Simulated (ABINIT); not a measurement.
# InP (F-43m) in ABINIT: further runs, part 2 of 2

ABINIT 10.8.3 (patched build). Earlier steps stand in the parts before.

## 3. Equation of state, RPBE+D3

The input, run.py:

```python
import json, os
import numpy as np
from ase.eos import EquationOfState
from ase.units import GPa
from ase.calculators.mixing import SumCalculator
from dftd3.ase import DFTD3
from ase.calculators.abinit import Abinit, AbinitProfile
from ase import Atoms

atoms = Atoms(['In', 'P'],
              cell=[[0.0, 2.9305, 2.9305], [2.9305, 0.0, 2.9305], [2.9305, 2.9305, 0.0]],
              scaled_positions=[[0.0, 0.0, 0.0], [0.75, 0.75, 0.75]],
              pbc=True)

profile = AbinitProfile(command='abinit', pp_paths=[os.path.abspath('pseudos')])
params = dict(
    pps='pawxml', xc='PBE',
    ecut=598.6505,
    pawecutdg=1197.301,
    pawxcdev=0,
    kptopt=1,
    ngkpt=[8, 8, 8],
    nshiftk=1,
    shiftk=[0.0, 0.0, 0.0],
    ixc=15,
    nband=13,
    occopt=3,
    tsmear=0.05,
    nstep=100,
    tolvrs=1e-09,
    prtwf=0,
    prtden=0,
)

cell0 = atoms.cell.copy()
volumes, energies = [], []
for i, x in enumerate([0.94, 0.96, 0.98, 1.0, 1.02, 1.04, 1.06]):
    atoms.set_cell(cell0 * x ** (1 / 3), scale_atoms=True)
    atoms.calc = SumCalculator([Abinit(profile=profile, directory=f'v{i}', **params), DFTD3(method='rpbe', damping='d3zero')])
    volumes.append(atoms.get_volume() / len(atoms))
    dft, disp = atoms.calc.mixer.calcs
    energies.append((dft.get_property('free_energy', atoms) + disp.get_property('energy', atoms)) / len(atoms))
    print(f'{x:5.2f} {volumes[-1]:10.5f} A^3/atom {energies[-1]:14.6f} eV/atom', flush=True)
    json.dump(dict(volumes=volumes, energies=energies), open('results.json', 'w'))
v0, e0, b0 = EquationOfState(volumes, energies, eos='birchmurnaghan').fit()
print(f'V0 {v0:.4f} A^3/atom  E0 {e0:.6f} eV/atom  B0 {b0 / GPa:.2f} GPa')
```

Potentials or basis: JTH PAW PBE v2.0.

The run is started by

```
$ python run.py
```

Output:

```text
0.94   23.65664 A^3/atom    -880.010585 eV/atom
 0.96   24.15997 A^3/atom    -880.032467 eV/atom
 0.98   24.66330 A^3/atom    -880.048806 eV/atom
 1.00   25.16664 A^3/atom    -880.060068 eV/atom
 1.02   25.66997 A^3/atom    -880.066796 eV/atom
 1.04   26.17330 A^3/atom    -880.069464 eV/atom
 1.06   26.67663 A^3/atom    -880.068458 eV/atom
V0 26.2789 A^3/atom  E0 -880.069546 eV/atom  B0 59.68 GPa
```

abinit.in:

```text
ecut 598.6505 eV
ixc 15
kptopt 1
natom 2
nband 13
ngkpt
8 8 8
nshiftk 1
nsppol 1
nstep 100
occopt 3
pawecutdg 1197.301 eV
pawxcdev 0
prtden 0
prtwf 0
shiftk
0.0 0.0 0.0
tolvrs 1e-09
tsmear 0.05 eV
#Definition of the unit cell
acell
1.00000000000000 1.00000000000000 1.00000000000000 Angstrom
rprim
0.00000000000000 2.98797537610830 2.98797537610830
2.98797537610830 0.00000000000000 2.98797537610830
2.98797537610830 2.98797537610830 0.00000000000000
chkprim 0 # Allow non-primitive cells
#Definition of the atom types
ntypat 2
znucl 15 49
#Enumerate different atomic species
typat
 2 1
pseudos "./pseudos/P.GGA_PBE-JTH.xml,
./pseudos/In.GGA_PBE-JTH.xml"
#Definition of the atoms
xcart
0.00000000000000 0.00000000000000 0.00000000000000
8.46968269738393 8.46968269738393 8.46968269738393
chkexit 1 # abinit.exit file in the running directory terminates after the current SCF
```

abinit.abo:

```text
.Version 10.8.3 of ABINIT
 Symmetries : space group F-4 3 m (#216); Bravais cF (face-center cubic)
================================================================================
 Values of the parameters that define the memory need of the present run
     intxc =       0    ionmov =       0      iscf =      17    lmnmax =      18
     lnmax =       6     mgfft =      36  mpssoang =       3    mqgrid =    3001
     natom =       2  nloc_mem =       2    nspden =       1   nspinor =       1
    nsppol =       1      nsym =      24    n1xccc =       1    ntypat =       2
    occopt =       3   xclevel =       2
       mpw =        1797          nfft =       46656          nkpt =          29
 PAW method is used; the additional fine FFT grid is defined by:
   mgfftf=        48    nfftf =    110592
================================================================================
================================================================================

--------------------------------------------------------------------------------
------------- Echo of variables that govern the present computation ------------
--------------------------------------------------------------------------------
 -outvars: echo values of preprocessed input variables --------
            acell      1.8897261259E+00  1.8897261259E+00  1.8897261259E+00 Bohr
              amu      3.09737620E+01  1.14820000E+02
          chkexit           1
          chkprim           0
             ecut      2.20000001E+01 Hartree
              ixc          15
         kptrlatt        8    0    0      0    8    0      0    0    8
          kptrlen      6.38823474E+01
            natom           2
            nband          13
            ngfft          36      36      36
          ngfftdg          48      48      48
             nkpt          29
            nstep         100
             nsym          24
           ntypat           2
           occopt           3
        pawecutdg      4.40000002E+01 Hartree
         pawxcdev           0
           prtden           0
            prtwf           0
            rprim      0.0000000000E+00  2.9879753761E+00  2.9879753761E+00
                       2.9879753761E+00  0.0000000000E+00  2.9879753761E+00
                       2.9879753761E+00  2.9879753761E+00  0.0000000000E+00
          spgroup         216
           tolvrs      1.00000000E-09
           tsmear      1.83746611E-03 Hartree
            typat      2  1
           useylm           1
           xangst      0.0000000000E+00  0.0000000000E+00  0.0000000000E+00
                       4.4819630642E+00  4.4819630642E+00  4.4819630642E+00
            xcart      0.0000000000E+00  0.0000000000E+00  0.0000000000E+00
                       8.4696826977E+00  8.4696826977E+00  8.4696826977E+00
             xred      0.0000000000E+00  0.0000000000E+00  0.0000000000E+00
                       7.5000000000E-01  7.5000000000E-01  7.5000000000E-01
            znucl       15.00000   49.00000

================================================================================

 chkinp: Checking input parameters for consistency.

[... 127 lines left out ...]
    1      0.00000000000000     0.00000000000000     0.00000000000000
    2      4.48196306416245     4.48196306416245     4.48196306416245

 cartesian forces (hartree/bohr) at end:
    1     -0.00000000000000    -0.00000000000000     0.00000000000000
    2      0.00000000000000     0.00000000000000    -0.00000000000000
 frms,max,avg= 1.2616889E-28 1.9074943E-28   0.000E+00  0.000E+00  0.000E+00 h/b

 cartesian forces (eV/Angstrom) at end:
    1     -0.00000000000000    -0.00000000000000     0.00000000000000
    2      0.00000000000000     0.00000000000000    -0.00000000000000
 frms,max,avg= 6.4878651E-27 9.8087300E-27   0.000E+00  0.000E+00  0.000E+00 e/A
 length scales=  1.889726125908  1.889726125908  1.889726125908 bohr
              =  1.000000000000  1.000000000000  1.000000000000 angstroms
 Fermi (or HOMO) energy (hartree) =   0.16494   Average Vxc (hartree)=  -0.32513
 Eigenvalues (hartree) for nkpt=  29  k points:
 kpt#   1, nband= 13, wtk=  0.00195, kpt=  0.0000  0.0000  0.0000 (reduced coord)
  -0.36431   -0.36431   -0.36431   -0.35983   -0.35983   -0.25404    0.15433    0.15433
   0.15433    0.17312    0.30587    0.30587    0.30587
      occupation numbers for kpt#   1
   2.00000    2.00000    2.00000    2.00000    2.00000    2.00000    1.99380    1.99380
   1.99380    0.02310    0.00000    0.00000    0.00000
 prteigrs : prtvol=0 or 1, do not print more k-points.

--- !EnergyTerms
iteration_state     : {dtset: 1, }
comment             : Components of total free energy in Hartree
kinetic             :  1.64419443959871E+01
hartree             :  2.43466022131158E+01
xc                  : -9.81298228000754E+00
Ewald energy        : -4.39972910120677E+01
psp_core            :  1.30440754901924E+00
local_psp           : -6.60055440454171E+01
PAW spherical_terms :  1.30597950126404E+01
internal            : -6.46630681667298E+01
'-kT*entropy'       : -1.07168130262609E-06
total_energy        : -6.46630692384111E+01
total_energy_eV     : -1.75957175289702E+03
...

--- !EnergyTermsDC
iteration_state     : {dtset: 1, }
comment             : '"Double-counting" decomposition of free energy'
band_energy         : -3.68388115368623E+00
Ewald energy        : -4.39972910120677E+01
psp_core            :  1.30440754901924E+00
xc_dc               : -2.70740386990730E+01
PAW spherical_terms :  8.78773495606300E+00
internal            : -6.46630683597446E+01
'-kT*entropy'       : -1.07168130262609E-06
total_energy_dc     : -6.46630694314259E+01
total_energy_dc_eV  : -1.75957175814922E+03
...

--- !EnergyTermsWithPAWCore
iteration_state     : {dtset: 1, }
comment             : 'Components of total free energy, including PAW core contributions'
Total energy        : -6.22426845409379E+03
Total energy DC     : -6.22426845428680E+03
Total energy (eV)   : -1.69370973003021E+05
Total energy DC (eV): -1.69370973008273E+05
...

 Cartesian components of stress tensor (hartree/bohr^3)
  sigma(1 1)= -3.82931362E-05  sigma(3 2)=  0.00000000E+00
  sigma(2 2)= -3.82931362E-05  sigma(3 1)=  0.00000000E+00
  sigma(3 3)= -3.82931362E-05  sigma(2 1)=  0.00000000E+00

-Cartesian components of stress tensor (GPa)         [Pressure=  1.1266E+00 GPa]
- sigma(1 1)= -1.12662296E+00  sigma(3 2)=  0.00000000E+00
- sigma(2 2)= -1.12662296E+00  sigma(3 1)=  0.00000000E+00
- sigma(3 3)= -1.12662296E+00  sigma(2 1)=  0.00000000E+00

== END DATASET(S) ==============================================================
================================================================================

 -outvars: echo values of variables after computation  --------
            acell      1.8897261259E+00  1.8897261259E+00  1.8897261259E+00 Bohr
           etotal     -6.4663069431E+01
            fcart     -9.5374714234E-29 -4.7687357117E-29  1.9074942847E-28
                       9.5374714234E-29  4.7687357117E-29 -1.9074942847E-28
            rprim      0.0000000000E+00  2.9879753761E+00  2.9879753761E+00
                       2.9879753761E+00  0.0000000000E+00  2.9879753761E+00
                       2.9879753761E+00  2.9879753761E+00  0.0000000000E+00
           strten     -3.8293136208E-05 -3.8293136208E-05 -3.8293136208E-05
                       0.0000000000E+00  0.0000000000E+00  0.0000000000E+00
           xangst      0.0000000000E+00  0.0000000000E+00  0.0000000000E+00
                       4.4819630642E+00  4.4819630642E+00  4.4819630642E+00
             xred      0.0000000000E+00  0.0000000000E+00  0.0000000000E+00
                       7.5000000000E-01  7.5000000000E-01  7.5000000000E-01
 Calculation completed.
```

Run time: 2.4 min. Hardware: 1 thread of Arm Neoverse V2, shared host; peak memory 0.12 GiB.

Results:

```yaml
Equilibrium_volume: 26.28 Å³/atom
Bulk_modulus: 60 GPa
Pressure_derivative_of_the_bulk_modulus: 4.4
```

Energy against volume, from the lowest point:
| volume (Å³/atom) | energy (meV/atom) |
| --- | --- |
| 23.657 | 58.88 |
| 24.160 | 37.00 |
| 24.663 | 20.66 |
| 25.167 | 9.40 |
| 25.670 | 2.67 |
| 26.173 | 0.00 |
| 26.677 | 1.01 |

Caveat: pressures at fixed basis lie under the slope of the energies; the log and the count of SCF iterations are those of the last ABINIT call alone; the PAW data sets were made with another functional, which shifts forces and pressure a little.

## 4. Equation of state, LDA

The input, run.abi:

```
# Datasets: one volume each
ndtset 7
getwfk -1
scalecart1 3*0.9795861087
scalecart2 3*0.9864848297
scalecart3 3*0.9932883884
scalecart4 3*1.0000000000
scalecart5 3*1.0066227096
scalecart6 3*1.0131594038
scalecart7 3*1.0196128224

# Pseudopotentials
pp_dirpath "./"
pseudos "In.upf, P.upf"

# Structure
acell 4.1443528445 4.1443528445 4.1443528445 Angstrom
rprim
     0.0000000000     0.7071067812     0.7071067812
     0.7071067812     0.0000000000     0.7071067812
     0.7071067812     0.7071067812     0.0000000000
ntypat 2
znucl 49 15
natom 2
typat 1 2
xred
     0.0000000000     0.0000000000     0.0000000000
     0.7500000000     0.7500000000     0.7500000000

# Plane-wave basis
ecut 35.0

# k points
kptopt 1
ngkpt 8 8 8
nshiftk 1
shiftk 0.0 0.0 0.0

# Exchange and correlation
ixc 7

# Bands and occupations
nband 13
occopt 3
tsmear 0.05 eV

# SCF cycle
nstep 100
tolvrs 1.0e-10

# Output
iomode 3
prtwf 1
prtden 0
prteig 0
prtebands 0
enunit 1
```

Potentials or basis: PseudoDojo NC SR LDA v0.4.1 standard.

The run is started by

```
$ abinit run.abi > log 2>&1
```

run.abo:

```text
.Version 10.8.3 of ABINIT
 DATASET    1 : space group F-4 3 m (#216); Bravais cF (face-center cubic)
================================================================================
 Values of the parameters that define the memory need for DATASET  1.
     intxc =       0    ionmov =       0      iscf =       7    lmnmax =       6
     lnmax =       6     mgfft =      45  mpssoang =       3    mqgrid =    3001
     natom =       2  nloc_mem =       1    nspden =       1   nspinor =       1
    nsppol =       1      nsym =      24    n1xccc =    2501    ntypat =       2
    occopt =       3   xclevel =       1
       mpw =        3180          nfft =       91125          nkpt =          29
================================================================================
================================================================================
[... 61 lines left out ...]
 DATASET    7 : space group F-4 3 m (#216); Bravais cF (face-center cubic)
================================================================================
 Values of the parameters that define the memory need for DATASET  7.
     intxc =       0    ionmov =       0      iscf =       7    lmnmax =       6
     lnmax =       6     mgfft =      45  mpssoang =       3    mqgrid =    3001
     natom =       2  nloc_mem =       1    nspden =       1   nspinor =       1
    nsppol =       1      nsym =      24    n1xccc =    2501    ntypat =       2
    occopt =       3   xclevel =       1
       mpw =        3591          nfft =       91125          nkpt =          29
================================================================================
================================================================================

--------------------------------------------------------------------------------
------------- Echo of variables that govern the present computation ------------
--------------------------------------------------------------------------------
 -outvars: echo values of preprocessed input variables --------
            acell      7.8316918452E+00  7.8316918452E+00  7.8316918452E+00 Bohr
              amu      1.14820000E+02  3.09737620E+01
             ecut      3.50000000E+01 Hartree
           enunit           1
           getwfk          -1
              ixc           7
           jdtset        1    2    3    4    5    6    7
         kptrlatt        8    0    0      0    8    0      0    0    8
          kptrlen1     6.13745323E+01
          kptrlen2     6.18067616E+01
[... 125 lines left out ...]
--------------------------------------------------------------------------------

================================================================================

--- !BeginCycle
iteration_state: {dtset: 1, }
solver: {iscf: 7, nstep: 100, nline: 4, wfoptalg: 0, }
tolerances: {tolvrs: 1.00E-10, }
...
[... 1010 lines left out ...]
-Cartesian components of stress tensor (GPa)         [Pressure= -4.6222E+00 GPa]
- sigma(1 1)=  4.62221144E+00  sigma(3 2)=  0.00000000E+00
- sigma(2 2)=  4.62221144E+00  sigma(3 1)=  0.00000000E+00
- sigma(3 3)=  4.62221144E+00  sigma(2 1)=  0.00000000E+00

== END DATASET(S) ==============================================================
================================================================================

 -outvars: echo values of variables after computation  --------
            acell      7.8316918452E+00  7.8316918452E+00  7.8316918452E+00 Bohr
           etotal1    -7.3218519467E+01
           etotal2    -7.3219081842E+01
           etotal3    -7.3219266019E+01
           etotal4    -7.3219112993E+01
           etotal5    -7.3218659545E+01
           etotal6    -7.3217938934E+01
           etotal7    -7.3216981725E+01
            fcart1    -0.0000000000E+00 -0.0000000000E+00 -0.0000000000E+00
                      -0.0000000000E+00 -0.0000000000E+00 -0.0000000000E+00
            fcart2     3.8506864950E-31  3.8506864950E-31 -1.1552059485E-30
                      -3.8506864950E-31 -3.8506864950E-31  1.1552059485E-30
            fcart3    -5.7364666529E-31 -1.9121555510E-31  1.3385088857E-30
                       5.7364666529E-31  1.9121555510E-31 -1.3385088857E-30
            fcart4    -0.0000000000E+00 -0.0000000000E+00 -0.0000000000E+00
                      -0.0000000000E+00 -0.0000000000E+00 -0.0000000000E+00
            fcart5     3.7736520098E-31  4.1228706328E-48 -3.7736520098E-31
                      -3.7736520098E-31 -4.1228706328E-48  3.7736520098E-31
[... 38 lines left out ...]
                       0.0000000000E+00  0.0000000000E+00  0.0000000000E+00
           xangst1     0.0000000000E+00  0.0000000000E+00  0.0000000000E+00
                       4.3060156374E+00  4.3060156374E+00  4.3060156374E+00
           xangst2     0.0000000000E+00  0.0000000000E+00  0.0000000000E+00
                       4.3363406902E+00  4.3363406902E+00  4.3363406902E+00
           xangst3     0.0000000000E+00  0.0000000000E+00  0.0000000000E+00
                       4.3662474334E+00  4.3662474334E+00  4.3662474334E+00
           xangst4     0.0000000000E+00  0.0000000000E+00  0.0000000000E+00
                       4.3957500000E+00  4.3957500000E+00  4.3957500000E+00
           xangst5     0.0000000000E+00  0.0000000000E+00  0.0000000000E+00
                       4.4248617758E+00  4.4248617758E+00  4.4248617758E+00
           xangst6     0.0000000000E+00  0.0000000000E+00  0.0000000000E+00
                       4.4535954493E+00  4.4535954493E+00  4.4535954493E+00
           xangst7     0.0000000000E+00  0.0000000000E+00  0.0000000000E+00
                       4.4819630641E+00  4.4819630641E+00  4.4819630641E+00
             xred      0.0000000000E+00  0.0000000000E+00  0.0000000000E+00
                       7.5000000000E-01  7.5000000000E-01  7.5000000000E-01
 Calculation completed.
```

It took 4.1 min on 1 thread of Arm Neoverse V2, shared host; peak memory 0.12 GiB.

What came out:

```
Equilibrium volume                      : 24.68 Å³/atom
Bulk modulus                            : 71 GPa
Pressure derivative of the bulk modulus : 4.7
```

Energy against volume, from the lowest point:
```
volume (Å³/atom)  energy (meV/atom)
          23.657              10.16
          24.160               2.51
          24.663               0.00
          25.167               2.08
          25.670               8.25
          26.173              18.06
          26.677              31.08
```

Caveat: pressures at fixed basis lie under the slope of the energies. LDA usually gives volumes a few per cent too small.

## 5. Summary

| level | potentials or basis | cutoff (eV) | fine-grid cutoff | dispersion computed by | V0 of scaled cells (Å³/atom) | B0 (GPa) |
| --- | --- | --- | --- | --- | --- | --- |
| BP86 | JTH PAW PBE v2.0 | 599 | 1197.3 eV | - | - | - |
| RPBE+D3 | JTH PAW PBE v2.0 | 599 | 1197.3 eV | simple-dftd3 1.7.0 | 26.28 | 60 |
| LDA | PseudoDojo NC SR LDA v0.4.1 standard | 952 | - | - | 24.68 | 71 |

Alike in all rows: task equation of state; no spin polarisation; cell as given; k mesh 8 × 8 × 8; smearing fermi-dirac 0.05 eV.

Caveats: pressures at fixed basis lie under the slope of the energies; the PAW data sets were made with another functional, which shifts forces and pressure a little (some runs); the minimum lies outside the volumes run (some runs).

Absolute energies hang on the potentials; compare differences alone.

## 6. Against experiment

Step 3. A measured bulk modulus of InP is 71 GPa (a printed reference work, data compilation); the calculated 60 GPa misses it by -15.9 %. The fit is for a static lattice scaled at fixed shape and fixed fractional positions.

Step 4. Measured bulk modulus of InP: 71 GPa (a printed reference work, data compilation). This calculation gives 71 GPa (+0.4 %). The fit is for a static lattice scaled at fixed shape and fixed fractional positions.
